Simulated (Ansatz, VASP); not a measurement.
**AlN: VASP beside Ansatz**

One calculation is typed for both programs; each brings its own data sets. How far apart do they land? The cell is taken from a series of runs on this material, whose earlier steps may have relaxed, scaled, displaced or heated it; both programs get it as it stands.

Main program and level: Ansatz 0.2.0; plane waves, with VASP 6.6.1 beside it; zone-centre phonons at LDA.

### Step 1. Starting point

It takes space group I-4m2 (No. 119, tetragonal). The conventional cell has a = 3.105 Å, b = 3.105 Å, c = 4.212 Å, α = 90.00°, β = 90.00°, γ = 90.00°. Nearest to N lie 4 Al at 1.88 Å. Al has 4 N at 1.88 Å nearest. Farther neighbours and most contacts between anions are not listed.

Coordinates:

```cif
data_structure
_symmetry_space_group_name_H-M 'P 1'
_symmetry_Int_Tables_number 1
_cell_length_a 3.0421
_cell_length_b 3.0421
_cell_length_c 3.1047
_cell_angle_alpha 59.317
_cell_angle_beta 59.317
_cell_angle_gamma 61.366
_cell_volume 20.30
loop_
_atom_site_label
_atom_site_type_symbol
_atom_site_fract_x
_atom_site_fract_y
_atom_site_fract_z
_atom_site_occupancy
N1 N 0.25000 0.25000 0.25000 1
Al2 Al 0.00000 0.00000 0.00000 1
```

### Step 2. VASP: zone-centre phonons, LDA, pair 1

Second derivatives magnify differences that forces hide, and they need a tight electronic threshold.

Lines of VASP's logs that name or quote its potential files are left out, and so is its time.

INCAR reads:

```
SYSTEM = AlN
PREC = Accurate
ENCUT = 600
EDIFF = 1E-08
NELM = 120
ISMEAR = 0
SIGMA = 0.01
LREAL = .FALSE.
ALGO = Normal
GGA = CA
NBANDS = 10
LORBIT = 11
LWAVE = .FALSE.
LCHARG = .FALSE.
ISIF = 2
IBRION = 8
LEPSILON = .TRUE.
LASPH = .TRUE.
GGA_COMPAT = .FALSE.
EFERMI = MIDGAP
KPAR = 2
```

POSCAR reads:

```
AlN
1.0
    0.0000000000      2.1953328672      2.1059132275
    2.1953328672      0.0000000000      2.1059132275
    2.1953328672      2.1953328672      0.0000000000
N Al
1 1
Direct
    0.2500000000      0.2500000000      0.2500000000
    0.0000000000      0.0000000000      0.0000000000
```

KPOINTS reads:

```
Automatic mesh
0
Gamma
12 12 12
0 0 0
```

PAW data sets: N and Al (LDA family, release 64).

Run with:

```sh
mpirun -np 2 vasp_std
```

Numbers of over 12 decimals in the logs are rounded to 6 here.

What it wrote:

```text
[banner, memory and clock lines left out]
running    2 mpi-ranks, on    1 nodes
 distrk:  each k-point on    1 cores,    2 groups
 distr:  one band on    1 cores,    1 groups

 POSCAR found type information on POSCAR N Al
 POSCAR found :  2 types and       2 ions
 LDA part: xc-table for (Slater(with rela. corr.)+CA(PZ))
 , standard interpolation
 POSCAR, INCAR and KPOINTS ok, starting setup
 FFT: planning ... GRIDC
 FFT: planning ... GRID_SOFT
 FFT: planning ... GRID
 WAVECAR not read
 entering main loop
       N       E                     dE             d eps       ncg     rms          rms(c)
DAV:   1     0.120369765220E+02    0.12037E+02   -0.43075E+03  3308   0.759E+02
DAV:   2    -0.180510339497E+02   -0.30088E+02   -0.28893E+02  4016   0.141E+02
DAV:   3    -0.189441892484E+02   -0.89316E+00   -0.89178E+00  3826   0.236E+01
DAV:   4    -0.189480552527E+02   -0.38660E-02   -0.38659E-02  3684   0.183E+00
DAV:   5    -0.189480867730E+02   -0.31520E-04   -0.31520E-04  3694   0.158E-01    0.878E+00
DAV:   6    -0.164410041345E+02    0.25071E+01   -0.13171E+01  3434   0.194E+01    0.300E+00
DAV:   7    -0.163946144845E+02    0.46390E-01   -0.97989E-02  3640   0.275E+00    0.194E+00
DAV:   8    -0.163658313558E+02    0.28783E-01   -0.28334E-02  3474   0.163E+00    0.358E-01
DAV:   9    -0.163655166273E+02    0.31473E-03   -0.11858E-03  3690   0.234E-01    0.180E-01
DAV:  10    -0.163655366766E+02   -0.20049E-04   -0.57205E-05  3500   0.578E-02    0.404E-02
DAV:  11    -0.163655354804E+02    0.11962E-05   -0.12633E-06  3662   0.830E-03    0.765E-03
DAV:  12    -0.163655354836E+02   -0.31426E-08   -0.36269E-08  3738   0.156E-03
   1 F= -.16365535E+02 E0= -.16365535E+02  d E =0.000000E+00
 Linear response reoptimize wavefunctions to high precision
DAV:   1    -0.163655354793E+02    0.43194E-08   -0.17639E-08  3648   0.875E-04
DAV:   2    -0.163655354793E+02   -0.17394E-10   -0.93194E-11  1878   0.108E-04
 Linear response G [H, r] |phi>, progress :
  Direction:   1
       N       E                     dE             d eps       ncg     rms
RMM:   1    -0.335674897951E+02   -0.33567E+02    0.13126E+01  7953   0.486E+01
RMM:   2    -0.301224537206E+02    0.34450E+01   -0.12123E+00  5204   0.876E+00
RMM:   3    -0.301291059648E+02   -0.66522E-02   -0.83905E-03  5297   0.791E-01
RMM:   4    -0.301292635977E+02   -0.15763E-03   -0.79416E-05  5575   0.950E-02
RMM:   5    -0.301292697844E+02   -0.61867E-05   -0.41144E-07  5687   0.132E-02
RMM:   6    -0.301292701133E+02   -0.32885E-06   -0.99140E-07  5875   0.226E-03
RMM:   7    -0.301292701759E+02   -0.62563E-07   -0.14072E-06  5796   0.742E-04
RMM:   8    -0.301292702077E+02   -0.31804E-07   -0.10618E-06  4650   0.525E-04
RMM:   9    -0.301292702201E+02   -0.12448E-07   -0.18490E-06  4091   0.510E-04
RMM:  10    -0.301292702213E+02   -0.12164E-08    0.14228E-07  3811   0.507E-04
RMM:  11    -0.301292702216E+02   -0.24345E-09   -0.51559E-06  3250   0.507E-04
 Linear response G [H, r] |phi>, progress :
  Direction:   2
       N       E                     dE             d eps       ncg     rms
RMM:   1    -0.298971736914E+02   -0.29897E+02    0.37692E+01  7851   0.475E+01
RMM:   2    -0.279967107641E+02    0.19005E+01   -0.10892E+00  5179   0.827E+00
RMM:   3    -0.280032922315E+02   -0.65815E-02   -0.75966E-03  5287   0.741E-01
RMM:   4    -0.280034313664E+02   -0.13913E-03   -0.75489E-05  5591   0.895E-02
RMM:   5    -0.280034366563E+02   -0.52899E-05   -0.14375E-06  5659   0.125E-02
RMM:   6    -0.280034369004E+02   -0.24408E-06   -0.15036E-06  5862   0.217E-03
RMM:   7    -0.280034369536E+02   -0.53276E-07   -0.21480E-06  5689   0.728E-04
RMM:   8    -0.280034369574E+02   -0.37490E-08   -0.22211E-06  4618   0.525E-04
RMM:   9    -0.280034369666E+02   -0.91809E-08   -0.20612E-06  4071   0.510E-04
RMM:  10    -0.280034369678E+02   -0.12195E-08   -0.24281E-06  3747   0.508E-04
RMM:  11    -0.280034369680E+02   -0.22752E-09   -0.40126E-07  3217   0.507E-04
 Linear response G [H, r] |phi>, progress :
  Direction:   3
       N       E                     dE             d eps       ncg     rms
RMM:   1    -0.318378981067E+02   -0.31838E+02    0.25275E+01  7710   0.483E+01
RMM:   2    -0.290718625431E+02    0.27660E+01   -0.11573E+00  5153   0.852E+00
RMM:   3    -0.290779915875E+02   -0.61290E-02   -0.84229E-03  5270   0.760E-01
RMM:   4    -0.290780971245E+02   -0.10554E-03   -0.87573E-05  5608   0.909E-02
RMM:   5    -0.290781013508E+02   -0.42263E-05    0.23146E-06  5662   0.125E-02
RMM:   6    -0.290781019421E+02   -0.59128E-06   -0.11966E-06  5879   0.211E-03
RMM:   7    -0.290781019795E+02   -0.37432E-07   -0.15734E-06  5649   0.670E-04
RMM:   8    -0.290781020097E+02   -0.30224E-07   -0.24669E-06  4570   0.467E-04
RMM:   9    -0.290781019926E+02    0.17103E-07   -0.16888E-06  3934   0.452E-04
RMM:  10    -0.290781019931E+02   -0.41791E-09   -0.35118E-06  3647   0.451E-04
RMM:  11    -0.290781019943E+02   -0.12298E-08   -0.15022E-06  3142   0.451E-04
[...]
dielectric tensor                  component  1 :     5.171     0.817     1.053
 Linear response to external field (no local field effect), progress :
  Direction:   2
       N       E                     dE             d eps       ncg     rms          rms(c)
RMM:   1    -0.182432850592E+00   -0.18243E+00   -0.60553E-01  7439   0.198E+00
[...]
RMM:   7    -0.211157104857E+00   -0.31159E-04   -0.59699E-08 16137   0.195E-03    0.234E-04
RMM:   8    -0.211158863234E+00   -0.17584E-05   -0.19731E-09 15904   0.168E-04    0.895E-05
RMM:   9    -0.211158735873E+00    0.12736E-06   -0.18347E-09 12228   0.651E-05    0.429E-06
 change of polarisation eV/A/(eV/A) component  2 :     0.040     0.395     0.005
 dielectric tensor                  component  2 :     0.357     4.519     0.044
 Linear response to external field, progress :
  Direction:   3
       N       E                     dE             d eps       ncg     rms          rms(c)
RMM:   1    -0.207998702707E+00   -0.20800E+00   -0.74757E-01 12587   0.208E+00
RMM:   2    -0.212275683816E+00   -0.42770E-02   -0.15407E-03  8977   0.247E-01    0.671E-01
RMM:   3    -0.205827362485E+00    0.64483E-02   -0.31989E-03  8758   0.367E-01    0.394E-01
RMM:   4    -0.212451013640E+00   -0.66237E-02   -0.44351E-03  8810   0.447E-01    0.509E-02
RMM:   5    -0.213568514461E+00   -0.11175E-02   -0.74116E-05  9225   0.702E-02    0.900E-03
RMM:   6    -0.213676049203E+00   -0.10753E-03   -0.49435E-07  9458   0.597E-03    0.383E-03
RMM:   7    -0.213708064686E+00   -0.32015E-04   -0.62855E-08  9462   0.197E-03    0.235E-04
RMM:   8    -0.213710059522E+00   -0.19948E-05   -0.15366E-09  9236   0.165E-04    0.945E-05
RMM:   9    -0.213709895874E+00    0.16365E-06   -0.11553E-09  7088   0.637E-05    0.378E-06
 change of polarisation eV/A/(eV/A) component  3 :     0.091     0.023     0.400
 dielectric tensor                  component  3 :     0.812     0.204     4.563
 Linear response DOF=           4
 Linear response progress:
  Degree of freedom:   1/  4
       N       E                     dE             d eps       ncg     rms          rms(c)
RMM:   1    -0.232399721092E+00   -0.23240E+00    0.20162E-01 18280   0.326E+00
RMM:   2    -0.232370131786E+00    0.29589E-04   -0.20721E-03 14806   0.393E-01    0.184E-01
RMM:   3    -0.233180963620E+00   -0.81083E-03   -0.71334E-04 13965   0.182E-01    0.909E-02
RMM:   4    -0.235002669660E+00   -0.18217E-02   -0.63378E-04 14153   0.167E-01    0.214E-02
RMM:   5    -0.235015050498E+00   -0.12381E-04   -0.17299E-05 15903   0.318E-02    0.195E-03
RMM:   6    -0.235032863889E+00   -0.17813E-04   -0.15583E-07 16271   0.294E-03    0.862E-04
RMM:   7    -0.235033044343E+00   -0.18045E-06   -0.22792E-08 16190   0.652E-04    0.594E-05
RMM:   8    -0.235031971247E+00    0.10731E-05   -0.12610E-08 16396   0.120E-04    0.279E-05
RMM:   9    -0.235031961325E+00    0.99223E-08   -0.12629E-08 16952   0.578E-05    0.244E-06
 first order change of Fermi-energy   0.75203E-04
 force on displaced ion       1 direction 1 : -15.861  -0.000  -0.000
 Born effective charge ion    1 direction 1 :  -2.539   0.000   0.000
 Linear response progress:
  Degree of freedom:   2/  4
       N       E                     dE             d eps       ncg     rms          rms(c)
RMM:   1    -0.232290795519E+00   -0.23229E+00    0.19032E-01 10620   0.324E+00
RMM:   2    -0.232220841500E+00    0.69954E-04   -0.20499E-03  8759   0.387E-01    0.181E-01
RMM:   3    -0.233061600630E+00   -0.84076E-03   -0.67950E-04  8221   0.178E-01    0.896E-02
RMM:   4    -0.234872202086E+00   -0.18106E-02   -0.60632E-04  8306   0.163E-01    0.216E-02
RMM:   5    -0.234892200666E+00   -0.19999E-04   -0.15824E-05  9287   0.308E-02    0.210E-03
RMM:   6    -0.234909006423E+00   -0.16806E-04   -0.14587E-07  9478   0.289E-03    0.888E-04
RMM:   7    -0.234909434538E+00   -0.42811E-06   -0.25658E-08  9441   0.666E-04    0.572E-05
RMM:   8    -0.234908272183E+00    0.11624E-05   -0.19151E-08  9576   0.128E-04    0.252E-05
RMM:   9    -0.234908248504E+00    0.23679E-07   -0.19069E-08  9905   0.590E-05    0.247E-06
RMM:  10    -0.234908283535E+00   -0.35031E-07   -0.19040E-08  9618   0.406E-05    0.103E-06
RMM:  11    -0.234908281513E+00    0.20224E-08   -0.19630E-08  7398   0.389E-05    0.704E-08
 first order change of Fermi-energy   0.78789E-03
 force on displaced ion       1 direction 3 :   0.000   0.000 -14.862
 Born effective charge ion    1 direction 3 :   0.000   0.000  -2.520
 Linear response progress:
  Degree of freedom:   3/  4
       N       E                     dE             d eps       ncg     rms          rms(c)
RMM:   1    -0.618299789096E-02   -0.61830E-02   -0.40255E-03 22624   0.698E-01
RMM:   2    -0.555214638152E-02    0.63085E-03   -0.24769E-04 14672   0.119E-01    0.917E-02
RMM:   3    -0.544887771075E-02    0.10327E-03   -0.62373E-05 15370   0.520E-02    0.494E-02
RMM:   4    -0.546679909024E-02   -0.17921E-04   -0.48955E-05 15302   0.487E-02    0.787E-03
RMM:   5    -0.546787730484E-02   -0.10782E-05   -0.92112E-07 15627   0.713E-03    0.730E-04
RMM:   6    -0.546703965769E-02    0.83765E-06   -0.22097E-08 15730   0.604E-04    0.320E-04
RMM:   7    -0.546612500074E-02    0.91466E-06   -0.39901E-09 15837   0.382E-04    0.270E-05
RMM:   8    -0.546613854382E-02   -0.13543E-07    0.85887E-10 16179   0.396E-05    0.102E-05
RMM:   9    -0.546613060146E-02    0.79424E-08    0.67171E-10 16670   0.138E-05    0.705E-07
 first order change of Fermi-energy   0.13666E-04
 force on displaced ion       2 direction 1 : -15.860   0.000  -0.000
 Born effective charge ion    2 direction 1 :   2.539   0.000   0.000
 Linear response progress:
  Degree of freedom:   4/  4
       N       E                     dE             d eps       ncg     rms          rms(c)
RMM:   1    -0.588232310249E-02   -0.58823E-02   -0.50096E-03 12919   0.663E-01
RMM:   2    -0.533449018612E-02    0.54783E-03   -0.20349E-04  8603   0.112E-01    0.884E-02
RMM:   3    -0.523702053667E-02    0.97470E-04   -0.48524E-05  8986   0.486E-02    0.480E-02
RMM:   4    -0.524739788445E-02   -0.10377E-04   -0.41334E-05  8922   0.461E-02    0.756E-03
RMM:   5    -0.524710720344E-02    0.29068E-06   -0.77400E-07  9100   0.698E-03    0.735E-04
RMM:   6    -0.524610131933E-02    0.10059E-05   -0.63092E-09  9138   0.613E-04    0.327E-04
RMM:   7    -0.524515890724E-02    0.94241E-06   -0.32774E-09  9236   0.388E-04    0.269E-05
RMM:   8    -0.524517143234E-02   -0.12525E-07   -0.44216E-10  9401   0.398E-05    0.103E-05
RMM:   9    -0.524516626079E-02    0.51715E-08   -0.57959E-10  9739   0.139E-05    0.667E-07
 first order change of Fermi-energy   0.11926E-03
 force on displaced ion       2 direction 3 :   0.000   0.000 -14.860
 Born effective charge ion    2 direction 3 :   0.000   0.000   2.520
 Born effective charges drift removed
 Linear response finished
```

Parts of OUTCAR (step 2):

```text
ion  position               nearest neighbor table
   1  0.250  0.250  0.250-   2 1.88   2 1.88   2 1.88   2 1.88
   2  0.000  0.000  0.000-   1 1.88   1 1.88   1 1.88   1 1.88

  LATTYP: Found a body centered tetragonal cell.
 ALAT       =     3.1046695147
 C/A-ratio  =     1.3566102398

 Subroutine GETGRP returns: Found  8 space group operations
 (whereof  8 operations were pure point group operations)

The static configuration has the point symmetry D_2d.

 Found    163 irreducible k-points:

   k-points           NKPTS =    163   k-points in BZ     NKDIM =    163   number of bands    NBANDS=     10

   dimension x,y,z NGX =    24 NGY =   24 NGZ =   28
   dimension x,y,z NGXF=    48 NGYF=   48 NGZF=   56

   ENCUT  =  600.0 eV  44.10 Ry    6.64 a.u.   6.08  6.08  6.20*2*pi/ulx,y,z

   NELECT =       8.0000    total number of electrons

 k-points in reciprocal lattice and weights: Automatic mesh
   0.00000000  0.00000000  0.00000000       0.001
   0.08333333  0.00000000  0.00000000       0.005
   0.16666667  0.00000000  0.00000000       0.005
   0.25000000  0.00000000  0.00000000       0.005
   0.33333333 -0.00000000  0.00000000       0.005
   0.41666667 -0.00000000  0.00000000       0.005
   0.50000000  0.00000000  0.00000000       0.002
   0.08333333  0.08333333  0.00000000       0.001
   0.16666667  0.08333333  0.00000000       0.005
[...]
-0.33333333  0.16666667  0.50000000       0.002
  -0.25000000  0.25000000  0.50000000       0.001

 average (electrostatic) potential at core
       1 -59.6119       2 -69.5581

  Total        0.0776050      0.0776050      0.6818036      0.0000000      0.0000000      0.0000000
  in kB        6.1253200      6.1253200     53.8144172      0.0000000      0.0000000      0.0000000
  external PRESSURE =      22.0216857 kB  Pullay stress =       0.0000000 kB

  energy-cutoff  :      600.00
  volume of cell :       20.30
      direct lattice vectors                 reciprocal lattice vectors
     0.000000000  2.195332867  2.105913227    -0.227755894  0.227755894  0.237426687
     2.195332867  0.000000000  2.105913227     0.227755894 -0.227755894  0.237426687
     2.195332867  2.195332867  0.000000000     0.227755894  0.227755894 -0.237426687

 POSITION                                       TOTAL-FORCE (eV/Angst)
 -----------------------------------------------------------------------------------
      1.09767      1.09767      1.05296         0.000000      0.000000      0.000000
      0.00000      0.00000      0.00000        -0.000000     -0.000000     -0.000000
 -----------------------------------------------------------------------------------
    total drift:                               -0.000001     -0.000001     -0.000009

 MACROSCOPIC STATIC DIELECTRIC TENSOR (including local field effects in DFT)
 ------------------------------------------------------
           4.519216     0.000000     0.000000
           0.000000     4.519216    -0.000000
           0.000000     0.000000     4.562561
 ------------------------------------------------------

 PIEZOELECTRIC TENSOR (including local field effects)  for field in x, y, z        (C/m^2)
          XX          YY          ZZ          XY          YZ          ZX
  --------------------------------------------------------------------------------
  x    -0.00000     0.00000     0.00000     0.00000    -0.60312     0.00000
  y     0.00000    -0.00000     0.00000     0.00000     0.00000    -0.60312
  z     0.00000     0.00000     0.00000    -0.60197     0.00000     0.00000

 BORN EFFECTIVE CHARGES (including local field effects) (in |e|, cummulative output)
 ---------------------------------------------------------------------------------
 ion    1
    1    -2.53911     0.00000     0.00000
    2     0.00000    -2.53911     0.00000
    3     0.00000     0.00000    -2.51963
 ion    2
    1     2.53911     0.00000     0.00000
    2     0.00000     2.53911     0.00000
    3     0.00000     0.00000     2.51963

 Eigenvectors and eigenvalues of the dynamical matrix
 ----------------------------------------------------

   1 f  =   20.506663 THz   128.847164 2PiTHz  684.028651 cm-1    84.808706 meV
             X         Y         Z           dx          dy          dz
      1.097666  1.097666  1.052957     0.000000    0.811400    0.000000
      0.000000  0.000000  0.000000     0.000000   -0.584491    0.000000

   2 f  =   20.506663 THz   128.847164 2PiTHz  684.028651 cm-1    84.808706 meV
             X         Y         Z           dx          dy          dz
      1.097666  1.097666  1.052957     0.811400    0.000000    0.000000
      0.000000  0.000000  0.000000    -0.584491    0.000000    0.000000

   3 f  =   19.850212 THz   124.722561 2PiTHz  662.131802 cm-1    82.093844 meV
             X         Y         Z           dx          dy          dz
      1.097666  1.097666  1.052957     0.000000    0.000000    0.811410
      0.000000  0.000000  0.000000     0.000000    0.000000   -0.584477

   4 f/i=    0.000171 THz     0.001071 2PiTHz    0.005687 cm-1     0.000705 meV
             X         Y         Z           dx          dy          dz
      1.097666  1.097666  1.052957    -0.584491    0.000000    0.000000
      0.000000  0.000000  0.000000    -0.811400    0.000000    0.000000

   5 f/i=    0.000171 THz     0.001071 2PiTHz    0.005687 cm-1     0.000705 meV
             X         Y         Z           dx          dy          dz
      1.097666  1.097666  1.052957     0.000000   -0.584491    0.000000
      0.000000  0.000000  0.000000     0.000000   -0.811400    0.000000

   6 f/i=    0.000510 THz     0.003203 2PiTHz    0.017002 cm-1     0.002108 meV
             X         Y         Z           dx          dy          dz
      1.097666  1.097666  1.052957     0.000000    0.000000   -0.584477
      0.000000  0.000000  0.000000     0.000000    0.000000   -0.811410

 MACROSCOPIC STATIC DIELECTRIC TENSOR IONIC CONTRIBUTION
 ------------------------------------------------------
           3.623657    -0.000000     0.000000
          -0.000000     3.623657    -0.000000
           0.000000    -0.000000     3.808219
 ------------------------------------------------------

 ELASTIC MODULI CONTR FROM IONIC RELAXATION (kBar)
 Direction    XX          YY          ZZ          XY          YZ          ZX
 --------------------------------------------------------------------------------
 XX           0.0000      0.0000      0.0000      0.0000      0.0000      0.0000
 YY           0.0000      0.0000      0.0000      0.0000      0.0000      0.0000
 ZZ           0.0000      0.0000      0.0000      0.0000      0.0000      0.0000
 XY           0.0000      0.0000      0.0000   -527.4281     -0.0000      0.0000
 YZ           0.0000      0.0000      0.0000     -0.0000   -474.1346      0.0000
 ZX           0.0000      0.0000      0.0000      0.0000      0.0000   -466.2487
 --------------------------------------------------------------------------------

 PIEZOELECTRIC TENSOR IONIC CONTR  for field in x, y, z        (C/m^2)
          XX          YY          ZZ          XY          YZ          ZX
  --------------------------------------------------------------------------------
  x     0.00000     0.00000     0.00000     0.00000     1.23338    -0.00000
  y     0.00000     0.00000     0.00000    -0.00000    -0.00000     1.22308
  z     0.00000     0.00000     0.00000     1.33357     0.00000    -0.00000
```

(Continued in part 2 of 2.)

[Lines on the potential files, build, host, timing and source positions are cut from VASP's logs without a mark.]

[Logs are printed without paths, hosts, clocks, repeated set-up lines and the standing remarks that a program may print on its own settings, such as how far it seeks lower states.]

[Hosts, paths, dates, database ids (printed as entryN), source tags and the programs' standing remarks are cut or masked in the printed files.]
